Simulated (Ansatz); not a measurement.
# Ga2O3 (Ga2O3): the cost of one run

Computed with Ansatz 0.2.0 (DFT PBE, scalar-relativistic, plane waves, PAW, and further levels as typed in the inputs, unless a step's input says otherwise).

### Step 1. Starting point

It takes space group C2/m (No. 12, monoclinic). Conventional cell: a = 12.214 Å, b = 3.037 Å, c = 5.798 Å, α = 90.00°, β = 103.83°, γ = 90.00°. Around Ga (site symmetry m) lie 4 O at 1.84 to 1.87 Å. Ga (site symmetry m) is surrounded by 6 O at 1.93 to 2.07 Å. O (site symmetry m) has 3 Ga at 1.84 to 1.95 Å as nearest neighbours. O (site symmetry m) has 4 Ga at 1.87 to 2.07 Å as nearest neighbours. Around O (site symmetry m) lie 3 Ga at 1.84 to 1.93 Å.

Coordinates:

```xyz
10
Lattice="6.1070 -1.5186 0.0000 6.1070 1.5186 0.0000 -1.3860 0.0000 5.6300" Properties=species:S:1:pos:R:3 pbc="T T T"
Ga    0.0142    0.0000    4.4798
Ga   10.8138    0.0000    1.1502
Ga    7.6176    0.0000    1.7638
Ga    3.2104    0.0000    3.8662
O     1.9131    0.0000    0.6135
O     8.9149    0.0000    5.0165
O     1.3270    0.0000    3.1539
O     9.5010    0.0000    2.4761
O     5.7121    0.0000    1.4280
O     5.1160    0.0000    4.2020
```

### Step 2. Single point: Ga2O3 (Ga2O3), no spin

It takes the final geometry of an earlier run.

input.yaml

```yaml
crystal:
  lattice:
    - [6.107, -1.51855, 0.0]
    - [6.107, 1.51855, 0.0]
    - [-1.3859889, 0.0, 5.63000874]
  atoms:
    - { symbol: Ga, position: [0.091459866, 0.091459866, 0.7957077381] }
    - { symbol: Ga, position: [0.908540134, 0.908540134, 0.2042922619] }
    - { symbol: Ga, position: [0.6592288902, 0.6592288902, 0.3132795334] }
    - { symbol: Ga, position: [0.3407711098, 0.3407711098, 0.6867204666] }
    - { symbol: O, position: [0.1689990101, 0.1689990101, 0.1089626188] }
    - { symbol: O, position: [0.8310009899, 0.8310009899, 0.8910373812] }
    - { symbol: O, position: [0.1722131895, 0.1722131895, 0.5602008701] }
    - { symbol: O, position: [0.8277868105, 0.8277868105, 0.4397991299] }
    - { symbol: O, position: [0.4964456801, 0.4964456801, 0.2536350024] }
    - { symbol: O, position: [0.5035543199, 0.5035543199, 0.7463649976] }
scf:
  occupations: { method: fixed }
  n_extra_bands: 4
output:
  forces: true
  stress: true
  eigenvalues: true
kpoints:
  mp_grid: { grid: [6, 6, 4] }
hamiltonian:
  xc: pbe
```

On the command line:

```
$ ansatz run input.yaml --threads 8 --pin off --max-ram 18432MiB --backend cpu --events-out ev --progress --plain --runs-dir out
```

What time and memory should one allow on 8 threads of Intel Xeon 6975P-C (Granite Rapids), shared host?

About 1 s, with a peak of 0.71 GiB.
